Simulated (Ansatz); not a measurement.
## CdO2 under changes of volume

One of the cells (14.470 Å³/atom); the others are scaled copies at fixed shape and fractional positions:

```
CELL_PARAMETERS angstrom
3.47623 0.00000 0.00000
-1.73811 3.01050 0.00000
0.00000 0.00000 4.14808
ATOMIC_POSITIONS crystal
Cd 0.00000 0.00000 0.00000
O 0.33333 0.66667 0.24422
O 0.66667 0.33333 0.75578
```

The cell comes from a database or a generator and needn't be the stable form of this composition.

- Program: Ansatz 0.2.0
- Functional: PBEsol
- Potentials or basis: Ansatz PAW
- Cutoff: 420 eV (not typed: the program's choice for these potentials)
- k mesh: 9 × 9 × 7
- Occupations: fermi-dirac, width 0.05 eV
- Spin: no spin polarisation

| volume (Å³/atom) | energy over the lowest point (meV/atom) | pressure (GPa) | largest force (eV/Å) |
| --- | --- | --- | --- |
| 13.602 | 0.00 | -6.1 | 0.012 |
| 13.891 | ? | ? | ? |
| 14.181 | 28.53 | -9.3 | 0.216 |
| 14.470 | 46.71 | -10.6 | 0.316 |
| 14.760 | 67.12 | -11.7 | 0.409 |
| 15.049 | 89.39 | -12.7 | 0.494 |
| 15.338 | 113.23 | -13.5 | 0.573 |

**Question.** What does the run at 13.891 Å³/atom give?

**Answer.** Energy over the lowest point 12.83 meV/atom; pressure -7.8 GPa; largest force 0.107 eV/Å.

Worked out: A Birch-Murnaghan fit of order 3 (a polynomial in V^(-2/3)) to the other rows has no minimum within the range. It gives 12.80 meV/atom at 13.891 Å³/atom, against the run's 12.83, and -dE/dV = -7.9 GPa, against -7.8.

Energies are extrapolated to zero smearing.

Caveats: the PAW data sets come from PBE, with cores solved anew for the run's functional, which leaves a small shift of forces and pressure.
